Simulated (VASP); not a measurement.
# MoSe2 (P6_3/mmc) in VASP: further runs

The runs below take MoSe2 through relaxation of cell and atoms, with LDA.

All numbers are computed with VASP 6.6.1; they aren't measurements. Logs are shortened: lines on timing, memory, paths and dates and some standing lists are left out, and cuts for length are marked.

## Step 1: The crystal as given

It takes space group P6_3/mmc (No. 194, hexagonal). Conventional cell: a = 3.288 Å, b = 3.288 Å, c = 12.900 Å, α = 90.00°, β = 90.00°, γ = 120.00°. Mo (site symmetry -6m2) has 6 Se at 2.49 Å as nearest neighbours. Se (site symmetry 3m) has 3 Mo at 2.49 Å as nearest neighbours.

## Step 2: Relaxation of cell and atoms, LDA

Contents of INCAR:

```
SYSTEM = MoSe2
  PREC = Accurate
  ENCUT = 600
  EDIFF = 1E-6
  ISMEAR = 0
  SIGMA = 0.03
  LREAL = .False.
  LASPH = .True.
  NELM = 80
  ALGO = Normal
  ISIF = 3
  LWAVE = .False.
  LCHARG = .False.
  IBRION = 2
  NSW = 90
  EDIFFG = -0.01
  KPAR = 2
```

Contents of KPOINTS:

```
Automatic mesh
0
Gamma
  9 9 2
  0 0 0
```

Contents of POSCAR:

```
MoSe2
1.0
    3.2880000000      0.0000000000      0.0000000000
   -1.6440000000      2.8474915276      0.0000000000
    0.0000000000      0.0000000000     12.9000000000
Mo Se
2 4
Direct
    0.3333333333      0.6666666667      0.2500000000
    0.6666666667      0.3333333333      0.7500000000
    0.3333333333      0.6666666667      0.6250000000
    0.6666666667      0.3333333333      0.1250000000
    0.3333333333      0.6666666667      0.8750000000
    0.6666666667      0.3333333333      0.3750000000
```

Potentials or basis: VASP PAW LDA potentials, release 64 (Mo_sv, Se).

Run with:

```console
$ cat potpaw_LDA.64/Mo_sv/POTCAR potpaw_LDA.64/Se/POTCAR > POTCAR
$ mpirun -np 2 vasp_std > vasp.out
```

OUTCAR:

```text
SYSTEM = MoSe2
   PREC = Accurate
   ENCUT = 600
   EDIFF = 1E-6
   ISMEAR = 0
   LREAL = .False.
   LASPH = .True.
   NELM = 80
   ISIF = 3
   IBRION = 2
   NSW = 90
   EDIFFG = -0.01

 ion  position               nearest neighbor table
   1  0.333  0.667  0.250-   4 2.49   6 2.49   4 2.49   6 2.49   4 2.49   6 2.49
   2  0.667  0.333  0.750-   3 2.49   5 2.49   3 2.49   5 2.49   3 2.49   5 2.49
   3  0.333  0.667  0.625-   2 2.49   2 2.49   2 2.49
   4  0.667  0.333  0.125-   1 2.49   1 2.49   1 2.49
   5  0.333  0.667  0.875-   2 2.49   2 2.49   2 2.49
   6  0.667  0.333  0.375-   1 2.49   1 2.49   1 2.49

  LATTYP: Found a hexagonal cell.
 ALAT       =     3.2880000000
 C/A-ratio  =     3.9233576642

  Lattice vectors:

 A1 = (   3.2880000000,   0.0000000000,   0.0000000000)
 A2 = (  -1.6440000000,   2.8474915276,   0.0000000000)
 A3 = (   0.0000000000,   0.0000000000,  12.9000000000)

Analysis of symmetry for initial positions (statically):
=====================================================================
 Subroutine PRICEL returns:
 Original cell was already a primitive cell.

 Routine SETGRP: Setting up the symmetry group for a
 hexagonal supercell.

 Subroutine GETGRP returns: Found 24 space group operations
 (whereof 12 operations were pure point group operations)
 out of a pool of 24 trial point group operations.

The static configuration has the point symmetry D_3d.
 The point group associated with its full space group is D_6h.

Analysis of symmetry for dynamics (positions and initial velocities):
=====================================================================
 Subroutine PRICEL returns:
 Original cell was already a primitive cell.

 Routine SETGRP: Setting up the symmetry group for a
 hexagonal supercell.

 Subroutine GETGRP returns: Found 24 space group operations
 (whereof 12 operations were pure point group operations)
 out of a pool of 24 trial point group operations.

The dynamic configuration has the point symmetry D_3d.
 The point group associated with its full space group is D_6h.

 Subroutine INISYM returns: Found 24 space group operations
 (whereof 12 operations are pure point group operations),
 and found     1 'primitive' translations

----------------------------------------------------------------------------------------

                                     Primitive cell

  volume of cell :     120.7769

  direct lattice vectors                    reciprocal lattice vectors
     3.288000000  0.000000000  0.000000000     0.304136253  0.175593148  0.000000000
    -1.644000000  2.847491528  0.000000000     0.000000000  0.351186295  0.000000000
     0.000000000  0.000000000 12.900000000     0.000000000  0.000000000  0.077519380

  length of vectors
     3.288000000  3.288000000 12.900000000     0.351186295  0.351186295  0.077519380

  position of ions in fractional coordinates (direct lattice)
     0.333333333  0.666666667  0.250000000
     0.666666667  0.333333333  0.750000000
     0.333333333  0.666666667  0.625000000
     0.666666667  0.333333333  0.125000000
     0.333333333  0.666666667  0.875000000
     0.666666667  0.333333333  0.375000000

  ion indices of the primitive-cell ions
   primitive index   ion index
                 1           1
                 2           2
                 3           3
                 4           4
                 5           5
                 6           6

----------------------------------------------------------------------------------------

 KPOINTS: Automatic mesh

Automatic generation of k-mesh.
 Grid dimensions read from file:
 generate k-points for:    9    9    2

 Generating k-lattice:

  Cartesian coordinates                     Fractional coordinates (reciprocal lattice)
     0.033792917  0.019510350  0.000000000     0.111111111  0.000000000  0.000000000
     0.000000000  0.039020699  0.000000000     0.000000000  0.111111111  0.000000000
     0.000000000  0.000000000  0.038759690     0.000000000  0.000000000  0.500000000

  Length of vectors
     0.039020699  0.039020699  0.038759690

  Shift w.r.t. Gamma in fractional coordinates (k-lattice)
     0.000000000  0.000000000  0.000000000

 Subroutine IBZKPT returns following result:
 ===========================================

 Found     24 irreducible k-points:

 Following reciprocal coordinates:
            Coordinates               Weight
  0.000000  0.000000  0.000000      1.000000
  0.111111  0.000000  0.000000      6.000000
  0.222222 -0.000000  0.000000      6.000000
  0.333333  0.000000  0.000000      6.000000
  0.444444 -0.000000  0.000000      6.000000
  0.111111  0.111111  0.000000      6.000000
[... 16 lines left out ...]
  0.333333  0.222222  0.500000     12.000000
  0.333333  0.333333  0.500000      2.000000
   k-points           NKPTS =     24   k-points in BZ     NKDIM =     24   number of bands    NBANDS=     31
   number of dos      NEDOS =    301   number of ions     NIONS =      6
   total plane-waves  NPLWV =  84672
   dimension x,y,z NGX =    28 NGY =   28 NGZ =  108
   dimension x,y,z NGXF=    56 NGYF=   56 NGZF=  216
   ions per type =               2   4
   NGX,Y,Z   is equivalent  to a cutoff of  14.16, 14.16, 13.92 a.u.
   NGXF,Y,Z  is equivalent  to a cutoff of  28.31, 28.31, 27.84 a.u.
 SYSTEM =  MoSe2
   PREC   = accura    normal or accurate (medium, high low for compatibility)
   ISTART =      0    job   : 0-new  1-cont  2-samecut
   ICHARG =      2    charge: 1-file 2-atom 10-const
   ISPIN  =      1    spin polarized calculation?
   LNONCOLLINEAR =      F non collinear calculations
   LSORBIT =      F    spin-orbit coupling
   LASPH  =      T    aspherical Exc in radial PAW
   ENCUT  =  600.0 eV  44.10 Ry    6.64 a.u.   6.57  6.57 25.76*2*pi/ulx,y,z
   NELM   =     80;   NELMIN=  2; NELMDL= -5     # of ELM steps
   EDIFF  = 0.1E-05   stopping-criterion for ELM
   LREAL  =      F    real-space projection
   EDIFFG = -.1E-01   stopping-criterion for IOM
   NSW    =     90    number of steps for IOM
   IBRION =      2    ionic relax: 0-MD 1-quasi-New 2-CG
   NFREE  =      1    steps in history (QN), initial steepest desc. (CG)
   ISIF   =      3    stress and relaxation
   ISYM   =      2    0-nonsym 1-usesym 2-fastsym
   POTIM  = 0.5000    time-step for ionic-motion
   TEBEG  =    0.0;   TEEND  =   0.0 temperature during run
   PSTRESS=    0.0 pullay stress
   NELECT =      52.0000    total number of electrons
   NUPDOWN=      -1.0000    fix difference up-down
   EMIN   =  10.00;   EMAX   =-10.00  energy-range for DOS
   EFERMI =   0.00;   METHOD = LEGACY
   ISMEAR =     0;   SIGMA  =   0.03  broadening in eV -4-tet -1-fermi 0-gaus
   EFERMI_NEDOS =   21; number of points for ismear=-14 and -15
   IALGO  =     38    algorithm
   IMIX   =      4    mixing-type and parameters
     AMIX     =   0.40;   BMIX     =  1.00
     AMIX_MAG =   1.60;   BMIX_MAG =  1.00
  volume/ion in A,a.u.               =      20.13       135.84
  Fermi-wavevector in a.u.,A,eV,Ry     =   1.236179  2.336039 20.791580  1.528138
  Thomas-Fermi vector in A             =   2.370798
   LORBIT       =      0    0 simple, 1 ext, 2 COOP (PROOUT), +10 PAW based schemes
   GGA     = CA    functional components
   LHFCALC =     F    Hartree Fock is set to
   AEXX    =    0.0000 exact exchange contribution
   IVDW    =     0    specifies the selected vdW correction
   LEPSILON=     F    determine dielectric tensor
   LRPA    =     F    only Hartree local field effects (RPA)
 conjugate gradient relaxation of ions
 non-spin polarized calculation
 Gauss-broadening in eV      SIGMA  =   0.03
  energy-cutoff  :      600.00
  volume of cell :      120.78
 maximum number of plane-waves:      4085
 NGX is ok and might be reduce to    28
   NGX = 13   NGY = 13   NGZ = 51

--------------------------------------- Ionic step        1  -------------------------------------------

 number of electron      52.0000001 magnetization

 Free energy of the ion-electron system (eV)
  ---------------------------------------------------
  ext. energy  EPLUGINS =         0.00000000
  ---------------------------------------------------
  free energy    TOTEN  =       -45.19719713 eV

  energy without entropy =      -45.19719713  energy(sigma->0) =      -45.19719713

------------------------ aborting loop because EDIFF is reached ----------------------------------------

  FORCE on cell =-STRESS in cart. coord.  units (eV):
  Direction    XX          YY          ZZ          XY          YZ          ZX
  --------------------------------------------------------------------------------------
  -------------------------------------------------------------------------------------
  Total       -0.4678662     -0.4678662      3.5130033     -0.0000000      0.0000000     -0.0000000
  in kB       -6.2065220     -6.2065220     46.6020673     -0.0000000      0.0000000     -0.0000000
  external PRESSURE =      11.3963411 kB  Pullay stress =       0.0000000 kB
[... 101 lines left out ...]
  FREE ENERGIE OF THE ION-ELECTRON SYSTEM (eV)
  ---------------------------------------------------
  free  energy   TOTEN  =       -45.2416085842 eV

  energy  without entropy=      -45.2416085842  energy(sigma->0) =      -45.24160858

[... ionic steps 4 to 18 ...]

--------------------------------------- Ionic step       19  -------------------------------------------

 number of electron      52.0000002 magnetization

------------------------ aborting loop because EDIFF is reached ----------------------------------------

  FORCE on cell =-STRESS in cart. coord.  units (eV):
  Direction    XX          YY          ZZ          XY          YZ          ZX
  --------------------------------------------------------------------------------------
  -------------------------------------------------------------------------------------
  Total       -0.0718596     -0.0718596      0.0329912      0.0000000      0.0000000      0.0000000
  in kB       -0.9868023     -0.9868023      0.4530465      0.0000000      0.0000000      0.0000000
  external PRESSURE =      -0.5068527 kB  Pullay stress =       0.0000000 kB
[... 65 lines left out ...]
  energy  without entropy=      -45.2705728955  energy(sigma->0) =      -45.27057290

--------------------------------------- Ionic step       21  -------------------------------------------

 number of electron      52.0000002 magnetization

 Free energy of the ion-electron system (eV)
  ---------------------------------------------------
  ext. energy  EPLUGINS =         0.00000000
  ---------------------------------------------------
  free energy    TOTEN  =       -45.27060087 eV

  energy without entropy =      -45.27060087  energy(sigma->0) =      -45.27060087

 E-fermi :   7.1992     XC(G=0): -11.1393

 val. band max:        6.8951822671   @ k =   0.0000   0.0000   0.0000
 cond. band min:       7.7225806239   @ k =   0.2222   0.1111   0.0000
 fundamental gap:      0.8273983568
 Fermi energy:         7.1991753212

 k-point     1 :       0.0000    0.0000    0.0000
  band No.  band energies     occupation
      1     -53.9375      2.00000
      2     -53.9375      2.00000
      3     -28.3290      2.00000
      4     -28.3289      2.00000
      5     -28.0917      2.00000
      6     -28.0917      2.00000
[... 838 lines left out ...]
  FREE ENERGIE OF THE ION-ELECTRON SYSTEM (eV)
  ---------------------------------------------------
  free  energy   TOTEN  =       -45.2706008692 eV

  energy  without entropy=      -45.2706008692  energy(sigma->0) =      -45.27060087

 reached required accuracy - stopping structural energy minimisation
```

Run time: 12 min. Hardware: 2 MPI ranks of Intel Xeon Platinum 8488C (Sapphire Rapids), shared host; peak memory 0.27 GiB.

Results:

```yaml
Free_energy: -45.2706 eV
Relaxed_volume: 19.44 Å³/atom
Relaxed_cell: a = 3.252 Å, b = 3.252 Å, c = 12.739 Å, α = 90.00°, β = 90.00°, γ = 120.00°
Space_group_after_relaxing_to_0.05_Å: P6_3/mmc (No. 194)
Energy_gained_by_relaxing: 12.2 meV/atom
Ionic_steps: 21
Pressure_after_relaxing: 0.0 GPa
Band_gap_on_the_k_mesh: 0.83 eV, indirect (least direct gap 1.51 eV)
```

Step by step:
| step | energy change (eV) | largest force (eV/Å) | pressure (GPa) | volume (Å³) |
| --- | --- | --- | --- | --- |
| 1 | 0.0000 | 0.6608 | 1.14 | 120.78 |
| 2 | 0.0060 | 0.5839 | -4.63 | 123.26 |
| 3 | -0.0444 | 0.0274 | -1.78 | 121.97 |
| 4 | -0.0592 | 0.0713 | 0.45 | 119.05 |
| 5 | -0.0612 | 0.0595 | -0.14 | 119.79 |
| 6 | -0.0628 | 0.0903 | 0.04 | 119.48 |
| 7 | -0.0652 | 0.1853 | 0.58 | 118.55 |
| 8 | -0.0656 | 0.1785 | 0.55 | 118.52 |
| 9 | -0.0670 | 0.1592 | 0.42 | 118.44 |
| 10 | -0.0691 | 0.1217 | 0.17 | 118.28 |
| 11 | -0.0712 | 0.0470 | -0.33 | 117.96 |
| 12 | -0.0713 | 0.0314 | -0.43 | 117.89 |
| 13 | -0.0720 | 0.0260 | -0.34 | 117.62 |
| 14 | -0.0729 | 0.0160 | -0.19 | 117.15 |
| 15 | -0.0731 | 0.0042 | 0.15 | 116.20 |
| 16 | -0.0733 | 0.0065 | -0.03 | 116.66 |
| 17 | -0.0733 | 0.0049 | -0.01 | 116.61 |
| 18 | -0.0733 | 0.0059 | 0.00 | 116.64 |
| 19 | -0.0734 | 0.0008 | -0.05 | 116.67 |
| 20 | -0.0734 | 0.0083 | -0.08 | 116.71 |
| 21 | -0.0734 | 0.0007 | 0.01 | 116.66 |

Final structure:
```
Mo Se
1.0
     3.25181    0.00000    0.00000
    -1.62590    2.81615    0.00000
     0.00000    0.00000   12.73877
Mo Se
2 4
Direct
  0.33333 0.66667 0.25000
  0.66667 0.33333 0.75000
  0.33333 0.66667 0.61965
  0.66667 0.33333 0.11965
  0.33333 0.66667 0.88035
  0.66667 0.33333 0.38035
```

Levels at points of the mesh, in eV from the valence-band top:
| k point | band 22 | band 23 | band 24 | band 25 | band 26 | band 27 | band 28 | band 29 | band 30 | band 31 |
| --- | --- | --- | --- | --- | --- | --- | --- | --- | --- | --- |
| (0.00, 0.00, 0.00) | -1.53 | -1.53 | -1.27 | -0.73 | 0.00 | 2.54 | 2.54 | 2.62 | 2.62 | 2.72 |
| (0.00, 0.00, 0.50) | -1.55 | -1.55 | -1.55 | -0.18 | -0.18 | 2.56 | 2.56 | 2.56 | 2.56 | 2.86 |

Caveat: an odd mesh through Γ misses points on the zone boundary, where band edges often lie.

## Step 3: Relaxation of cell and atoms, LDA

This run uses another cell than the first one, of 19.44 Å³/atom, 0.966 times its volume.

Edit INCAR of step 2 so:

```diff
@@ -3,3 +3,3 @@
   ENCUT = 600
-  EDIFF = 1E-6
+  EDIFF = 1E-7
   ISMEAR = 0
@@ -15,3 +15,3 @@
   NSW = 90
-  EDIFFG = -0.01
+  EDIFFG = -0.005
   KPAR = 2
```

KPOINTS is that of step 2.

Contents of POSCAR:

```
MoSe2                                   
1.0
    3.2518070582     -0.0000000000     -0.0000000000
   -1.6259035291      2.8161475206     -0.0000000000
    0.0000000000     -0.0000000000     12.7387744522
  Mo              Se            
     2     4
Direct
     0.3333333332999970    0.6666666667000030    0.2500000000000000
     0.6666666667000030    0.3333333332999970    0.7500000000000000
     0.3333333332999970    0.6666666667000030    0.6196545792964134
     0.6666666667000030    0.3333333332999970    0.1196545792964138
     0.3333333332999970    0.6666666667000030    0.8803454207035866
     0.6666666667000030    0.3333333332999970    0.3803454207035862
```

Potentials or basis: VASP PAW LDA potentials, release 64 (Mo_sv, Se).

Run with:

```console
$ cat potpaw_LDA.64/Mo_sv/POTCAR potpaw_LDA.64/Se/POTCAR > POTCAR
$ mpirun -np 2 vasp_std > vasp.out
```

Run time: 67 s. Hardware: 2 MPI ranks of Intel Xeon Platinum 8488C (Sapphire Rapids), shared host; peak memory 0.27 GiB.

It converged, with:

| Quantity | Value |
| --- | --- |
| Free energy | -45.2696 eV |
| Pressure after relaxing | 0.0 GPa |
| Band gap on the k mesh | 0.83 eV, indirect (least direct gap 1.51 eV) |

Final structure:
```
CELL_PARAMETERS angstrom
3.25181 0.00000 0.00000
-1.62590 2.81615 0.00000
0.00000 0.00000 12.73877
ATOMIC_POSITIONS crystal
Mo 0.33333 0.66667 0.25000
Mo 0.66667 0.33333 0.75000
Se 0.33333 0.66667 0.61965
Se 0.66667 0.33333 0.11965
Se 0.33333 0.66667 0.88035
Se 0.66667 0.33333 0.38035
```

Levels at points of the mesh, in eV from the valence-band top:
| k point | band 23 | band 24 | band 25 | band 26 | band 27 | band 28 | band 29 | band 30 |
| --- | --- | --- | --- | --- | --- | --- | --- | --- |
| (0.00, 0.00, 0.00) | -1.53 | -1.27 | -0.73 | 0.00 | 2.54 | 2.54 | 2.62 | 2.62 |
| (0.00, 0.00, 0.50) | -1.55 | -1.55 | -0.18 | -0.18 | 2.56 | 2.56 | 2.56 | 2.56 |

Caveat: the relaxation stopped at its first step, so nothing moved; an odd mesh through Γ misses points on the zone boundary, where band edges often lie.
